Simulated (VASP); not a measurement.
# ZnS (P6_3mc) in VASP: further runs

Runs on ZnS. Level: LDA. Tasks: relaxation of the atoms, single point.

All numbers are computed with VASP 6.6.1; they aren't measurements. Logs are shortened: lines on timing, memory, paths and dates and some standing lists are left out, and cuts for length are marked.

**The experiment to reproduce.**

From a printed reference work, monograph, for a bulk crystal of ZnS at 4 K: band gap 3.911 eV (direct).

The runs below are set against these values where they give the same quantity.

### 1 The cell of the first run

Symmetry: P6_3mc, No. 186, hexagonal system. The conventional cell has a = 3.738 Å, b = 3.738 Å, c = 6.174 Å, α = 90.00°, β = 90.00°, γ = 120.00°. Zn (site symmetry 3m) has 4 S at 2.29 to 2.31 Å within 3.0 Å. Within 3.0 Å of S (site symmetry 3m) lie 4 Zn at 2.29 to 2.31 Å.

### 2 Relaxation of the atoms, LDA (z stretched by +0.5 %, x and y held)

Contents of INCAR:

```
SYSTEM = ZnS
ALGO = Normal
EDIFF = 1E-6
EDIFFG = -0.002
ENCUT = 520
IBRION = 2
ISIF = 2
ISMEAR = 0
LASPH = .True.
LCHARG = .False.
LREAL = .False.
LWAVE = .False.
NELM = 60
NSW = 50
PREC = Accurate
SIGMA = 0.01
```

Contents of KPOINTS:

```
k-points
0
Gamma
  6 6 4
  0 0 0
```

Contents of POSCAR:

```
ZnS
1.0
    3.7382324459      0.0000000000      0.0000000000
   -1.8691162230      3.2374042634      0.0000000000
    0.0000000000      0.0000000000      6.1737127649
Zn S
2 2
Direct
    0.3333333333      0.6666666667      0.0055913282
    0.6666666667      0.3333333333      0.5055913282
    0.3333333333      0.6666666667      0.3794086718
    0.6666666667      0.3333333333      0.8794086718
```

Potentials or basis: VASP PAW LDA potentials, release 64 (Zn, S).

Launch:

```sh
$ cat potpaw_LDA.64/Zn/POTCAR potpaw_LDA.64/S/POTCAR > POTCAR
$ mpirun -np 1 vasp_std > vasp.out
```

OUTCAR:

```text
SYSTEM = ZnS
   EDIFF = 1E-6
   EDIFFG = -0.002
   ENCUT = 520
   IBRION = 2
   ISIF = 2
   ISMEAR = 0
   LASPH = .True.
   LREAL = .False.
   NELM = 60
   NSW = 50
   PREC = Accurate

 ion  position               nearest neighbor table
   1  0.333  0.667  0.006-   4 2.29   4 2.29   4 2.29   3 2.31
   2  0.667  0.333  0.506-   3 2.29   3 2.29   3 2.29   4 2.31
   3  0.333  0.667  0.379-   2 2.29   2 2.29   2 2.29   1 2.31
   4  0.667  0.333  0.879-   1 2.29   1 2.29   1 2.29   2 2.31

  LATTYP: Found a hexagonal cell.
 ALAT       =     3.7382324459
 C/A-ratio  =     1.6515058532

  Lattice vectors:

 A1 = (   3.7382324459,   0.0000000000,   0.0000000000)
 A2 = (  -1.8691162230,   3.2374042634,   0.0000000000)
 A3 = (   0.0000000000,   0.0000000000,   6.1737127649)

Analysis of symmetry for initial positions (statically):
=====================================================================
 Subroutine PRICEL returns:
 Original cell was already a primitive cell.

 Routine SETGRP: Setting up the symmetry group for a
 hexagonal supercell.

 Subroutine GETGRP returns: Found 12 space group operations
 (whereof  6 operations were pure point group operations)
 out of a pool of 24 trial point group operations.

The static configuration has the point symmetry C_3v.
 The point group associated with its full space group is C_6v.

Analysis of symmetry for dynamics (positions and initial velocities):
=====================================================================
 Subroutine PRICEL returns:
 Original cell was already a primitive cell.

 Routine SETGRP: Setting up the symmetry group for a
 hexagonal supercell.

 Subroutine GETGRP returns: Found 12 space group operations
 (whereof  6 operations were pure point group operations)
 out of a pool of 24 trial point group operations.

The dynamic configuration has the point symmetry C_3v.
 The point group associated with its full space group is C_6v.

 Subroutine INISYM returns: Found 12 space group operations
 (whereof  6 operations are pure point group operations),
 and found     1 'primitive' translations

----------------------------------------------------------------------------------------

                                     Primitive cell

  volume of cell :      74.7153

  direct lattice vectors                    reciprocal lattice vectors
     3.738232446  0.000000000  0.000000000     0.267506105  0.154444722  0.000000000
    -1.869116223  3.237404263  0.000000000     0.000000000  0.308889443  0.000000000
     0.000000000  0.000000000  6.173712765     0.000000000  0.000000000  0.161977085
[... 76 lines left out ...]
   ISTART =      0    job   : 0-new  1-cont  2-samecut
   ICHARG =      2    charge: 1-file 2-atom 10-const
   ISPIN  =      1    spin polarized calculation?
   LNONCOLLINEAR =      F non collinear calculations
   LSORBIT =      F    spin-orbit coupling
   LASPH  =      T    aspherical Exc in radial PAW
   ENCUT  =  520.0 eV  38.22 Ry    6.18 a.u.   6.95  6.95 11.48*2*pi/ulx,y,z
   NELM   =     60;   NELMIN=  2; NELMDL= -5     # of ELM steps
   EDIFF  = 0.1E-05   stopping-criterion for ELM
   LREAL  =      F    real-space projection
   EDIFFG = -.2E-02   stopping-criterion for IOM
   NSW    =     50    number of steps for IOM
   IBRION =      2    ionic relax: 0-MD 1-quasi-New 2-CG
   NFREE  =      1    steps in history (QN), initial steepest desc. (CG)
   ISIF   =      2    stress and relaxation
   ISYM   =      2    0-nonsym 1-usesym 2-fastsym
   POTIM  = 0.5000    time-step for ionic-motion
   TEBEG  =    0.0;   TEEND  =   0.0 temperature during run
   PSTRESS=    0.0 pullay stress
   NELECT =      36.0000    total number of electrons
   NUPDOWN=      -1.0000    fix difference up-down
   EMIN   =  10.00;   EMAX   =-10.00  energy-range for DOS
   EFERMI =   0.00;   METHOD = LEGACY
   ISMEAR =     0;   SIGMA  =   0.01  broadening in eV -4-tet -1-fermi 0-gaus
   EFERMI_NEDOS =   21; number of points for ismear=-14 and -15
   IALGO  =     38    algorithm
   IMIX   =      4    mixing-type and parameters
     AMIX     =   0.40;   BMIX     =  1.00
     AMIX_MAG =   1.60;   BMIX_MAG =  1.00
  volume/ion in A,a.u.               =      18.68       126.05
  Fermi-wavevector in a.u.,A,eV,Ry     =   1.283431  2.425332 22.411442  1.647195
  Thomas-Fermi vector in A             =   2.415684
   LORBIT       =      0    0 simple, 1 ext, 2 COOP (PROOUT), +10 PAW based schemes
   GGA     = CA    functional components
   LHFCALC =     F    Hartree Fock is set to
   AEXX    =    0.0000 exact exchange contribution
   IVDW    =     0    specifies the selected vdW correction
   LEPSILON=     F    determine dielectric tensor
   LRPA    =     F    only Hartree local field effects (RPA)
 conjugate gradient relaxation of ions
 non-spin polarized calculation
 Gauss-broadening in eV      SIGMA  =   0.01
  energy-cutoff  :      520.00
  volume of cell :       74.72
 maximum number of plane-waves:      2028
 NGX is ok and might be reduce to    28
   NGX = 13   NGY = 13   NGZ = 23

--------------------------------------- Ionic step        1  -------------------------------------------

 number of electron      36.0000019 magnetization

 Free energy of the ion-electron system (eV)
  ---------------------------------------------------
  ext. energy  EPLUGINS =         0.00000000
  ---------------------------------------------------
  free energy    TOTEN  =       -16.39825638 eV

  energy without entropy =      -16.39825638  energy(sigma->0) =      -16.39825638

------------------------ aborting loop because EDIFF is reached ----------------------------------------

  FORCE on cell =-STRESS in cart. coord.  units (eV):
  Direction    XX          YY          ZZ          XY          YZ          ZX
  --------------------------------------------------------------------------------------
  -------------------------------------------------------------------------------------
  Total        0.0468073      0.0468073     -0.3587958     -0.0000000      0.0000000     -0.0000000
  in kB        1.0037244      1.0037244     -7.6939315     -0.0000000      0.0000000     -0.0000000
  external PRESSURE =      -1.8954942 kB  Pullay stress =       0.0000000 kB
[... 63 lines left out ...]
--------------------------------------- Ionic step        3  -------------------------------------------

 number of electron      36.0000017 magnetization

 Free energy of the ion-electron system (eV)
  ---------------------------------------------------
  ext. energy  EPLUGINS =         0.00000000
  ---------------------------------------------------
  free energy    TOTEN  =       -16.39847541 eV

  energy without entropy =      -16.39847541  energy(sigma->0) =      -16.39847541

 E-fermi :   2.5673     XC(G=0): -10.2854

 val. band max:        2.4922524476   @ k =   0.0000   0.0000   0.0000
 cond. band min:       4.6769784278   @ k =   0.0000   0.0000   0.0000
 fundamental gap:      2.1847259802
 Fermi energy:         2.5673400548

 k-point     1 :       0.0000    0.0000    0.0000
  band No.  band energies     occupation
      1     -11.0538      2.00000
      2     -10.0064      2.00000
      3      -4.2675      2.00000
      4      -4.2428      2.00000
      5      -4.2428      2.00000
      6      -4.1540      2.00000
[... 545 lines left out ...]
  FREE ENERGIE OF THE ION-ELECTRON SYSTEM (eV)
  ---------------------------------------------------
  free  energy   TOTEN  =       -16.3984754137 eV

  energy  without entropy=      -16.3984754137  energy(sigma->0) =      -16.39847541

 reached required accuracy - stopping structural energy minimisation
```

CONTCAR:

```text
ZnS
   1.00000000000000
     3.7382324459000000    0.0000000000000000    0.0000000000000000
    -1.8691162230000000    3.2374042634000002    0.0000000000000000
     0.0000000000000000    0.0000000000000000    6.1737127649000003
  Zn              S
     2     2
Direct
     0.3333333332999970    0.6666666667000030    0.0060598179597062
     0.6666666667000030    0.3333333332999970    0.5060598179597062
     0.3333333332999970    0.6666666667000030    0.3789401820402918
     0.6666666667000030    0.3333333332999970    0.8789401820402918

  0.00000000E+00  0.00000000E+00  0.00000000E+00
  0.00000000E+00  0.00000000E+00  0.00000000E+00
  0.00000000E+00  0.00000000E+00  0.00000000E+00
  0.00000000E+00  0.00000000E+00  0.00000000E+00
```

It took 51 s on 1 thread of Oxide Virtual Turin-like, shared host; peak memory 0.14 GiB.

Results:

```
Free energy               : -16.3985 eV
Energy gained by relaxing : 0.1 meV/atom
Ionic steps               : 3
Pressure after relaxing   : -0.2 GPa
Band gap on the k mesh    : 2.18 eV
```

The path:
```tsv
step	energy change (eV)	largest force (eV/Å)	pressure (GPa)
1	0.0000	0.0376	-0.19
2	-0.0002	0.0140	-0.17
3	-0.0002	0.0000	-0.18
```

Final structure:
```yaml
crystal:
  lattice:
    - [3.73823, 0.00000, 0.00000]
    - [-1.86912, 3.23740, 0.00000]
    - [0.00000, 0.00000, 6.17371]
  atoms:
    - { symbol: Zn, position: [0.33333, 0.66667, 0.00606] }
    - { symbol: Zn, position: [0.66667, 0.33333, 0.50606] }
    - { symbol: S, position: [0.33333, 0.66667, 0.37894] }
    - { symbol: S, position: [0.66667, 0.33333, 0.87894] }
```

Caveat: the cell differs from its parent crystal (z stretched by +0.5 %, x and y held).

### 3 Relaxation of the atoms, LDA

This run uses another cell than the first one, of 18.87 Å³/atom.

Contents of INCAR:

```
ALGO = Normal ; EDIFF = 1E-7
EDIFFG = -0.002 ; ENCUT = 520
GGA = CA ; IBRION = 2
ISIF = 2 ; ISMEAR = 0
LASPH = T ; LCHARG = F
LREAL = F ; LWAVE = F
NELM = 80 ; NSW = 50
PREC = Accurate ; SIGMA = 0.01
```

Contents of KPOINTS:

```
k-points
0
Gamma
  6 6 4
```

POSCAR, as its differences from that of step 2:

```diff
@@ -2,4 +2,4 @@
 1.0
-    3.7382324459      0.0000000000      0.0000000000
-   -1.8691162230      3.2374042634      0.0000000000
+    3.7569236082      0.0000000000      0.0000000000
+   -1.8784618041      3.2535912847      0.0000000000
     0.0000000000      0.0000000000      6.1737127649
```

Potentials or basis: VASP PAW LDA potentials, release 64 (Zn, S).

Launch:

```sh
$ cat potpaw_LDA.64/Zn/POTCAR potpaw_LDA.64/S/POTCAR > POTCAR
$ mpirun -np 1 vasp_std > vasp.out
```

It took 34 s on 1 thread of Oxide Virtual Turin-like, shared host; peak memory 0.14 GiB.

The run converged. Its results:

```
Free energy               : -16.3964 eV
Energy gained by relaxing : 0.0 meV/atom
Ionic steps               : 2
Pressure after relaxing   : -1.0 GPa
Band gap on the k mesh    : 2.15 eV
```

Stress tensor (GPa, compression positive):
```
-0.97  0.00  0.00
 0.00 -0.97  0.00
 0.00  0.00 -1.05
```

Final structure:
```xyz
4
Lattice="3.7569 0.0000 0.0000 -1.8785 3.2536 0.0000 0.0000 0.0000 6.1737" Properties=species:S:1:pos:R:3 pbc="T T T"
Zn    0.0000    2.1691    0.0344
Zn    1.8785    1.0845    3.1213
S     0.0000    2.1691    2.3425
S     1.8785    1.0845    5.4293
```

Levels at points of the mesh, in eV from the valence-band top:
```
           k point  band 15  band 16  band 17  band 18  band 19  band 20  band 21  band 22
(0.00, 0.00, 0.00)    -0.97    -0.10     0.00     0.00     2.15     2.99     6.14     6.14
(0.50, 0.00, 0.00)    -3.54    -2.41    -1.87    -0.96     3.44     4.18     4.89     6.75
(0.00, 0.00, 0.50)    -0.51    -0.51    -0.51    -0.51     3.48     3.48     6.62     6.62
(0.50, 0.00, 0.50)    -1.77    -1.77    -1.74    -1.74     3.34     3.34     5.04     5.04
```

(Continued in part 2 of 2.)
